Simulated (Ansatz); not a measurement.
# ZrS2: largest V_zz and pressure against volume scale

All results are calculated (Ansatz 0.2.0). Periodic Kohn-Sham DFT of a crystal at fixed atoms, scaled to volume_scale times the given cell; pressure positive in compression, energy less spherical unpolarised free atoms, largest_vzz the field gradient of largest size among the nuclei.

The cell before it is scaled or strained (space group P-3m1, No. 164):
```
cell vectors (Å)
   3.6300     0.0000     0.0000
  -1.8150     3.1437     0.0000
   0.0000     0.0000     5.8500
atoms (fractions of the cell vectors)
Zr  0.00000  0.00000  0.00000
S   0.33333  0.66667  0.24920
S   0.66667  0.33333  0.75080
```

Settings of every row: method all-electron PAW; functional PBEsol; relativity scalar; k mesh 8x8x4; filling fermi-dirac; smearing width 0.02 eV; nucleus gaussian.

Atom start moment: 0 on all atoms.

Limits: a layered crystal: even scaling strains the bonds within the layers, so this curve is stiffer than the crystal under pressure.

```csv
row,volume scale,V (Å³/atom),largest V_zz (1e21 V/m^2),pressure (GPa)
1,0.94,20.918,?,?
2,0.96,21.363,-1.72,3.949
3,0.98,21.808,-1.587,1.691
4,0.99,22.03,-1.523,0.646
5,1,22.252,-1.461,-0.348
6,1.01,22.475,-1.4,-1.293
7,1.02,22.698,-1.341,-2.19
8,1.04,23.143,-1.227,-3.854
9,1.06,23.588,-1.118,-5.357
```

Question: what largest V_zz and pressure should row 1 give?

Worked fit of largest V_zz. Take t = volume scale − 1. The shown rows have t = -0.04, -0.02, -0.01, 0, 0.01, 0.02, 0.04, 0.06. Least squares give largest V_zz = −1.461 + 6.165 × t − 7.57 × t² 1e21 V/m^2; a straight line predicts inner rows, each left out in turn, worse (root mean square 0.0057 against 0.00041 1e21 V/m^2). All shown rows lie on it to the printed digit. The withheld row has t = -0.06, so the fit gives −1.461 + 6.165 × (-0.06) − 7.57 × (-0.06)² = -1.858 1e21 V/m^2.

The calculation gave -1.859 1e21 V/m^2. The fit lies 0.001 1e21 V/m^2 (0.13 % of the column's range) above it, one unit of the last digit. This row lies beyond the range of the fit.

Worked fit of pressure. Take u = (V_r/V)^(2/3) − 1 with V_r = 22.364 Å³ an atom, which is twice the finite (Eulerian) strain; such expansions in the strain, on which the Birch-Murnaghan equation of state is built, carry the rest volume and the bulk modulus. The shown rows have u = 0.031, 0.01693, 0.01008, 0.00335, -0.0033, -0.00983, -0.02257, -0.0349. Least squares give pressure = −0.8271 + 142.322 × u + 369.74 × u² + 306 × u³ GPa; a parabola predicts inner rows, each left out in turn, worse (root mean square 0.0031 against 0.0014 GPa). The rows lie off it by 0.000, 0.001, 0.001, -0.002, 0.000, 0.001, 0.000, 0.000. The pressure vanishes at u = 0.0057, or V = 22.17 Å³ an atom, and there the bulk modulus at fixed shape and fractions is B = −V dP/dV = (2/3)(1 + u) dP/du = 98.3 GPa. Letting shape and atoms relax would as a rule lower it, by much in layered, chain or molecular crystals. The withheld row has u = 0.04557, so the fit gives −0.8271 + 142.322 × (0.04557) + 369.74 × (0.04557)² + 306 × (0.04557)³ = 6.455 GPa.

The calculation gave 6.448 GPa. The fit lies 0.007 GPa (0.059 % of the column's range) above it; its largest miss of a shown row is 0.002 GPa. This row lies beyond the range of the fit.
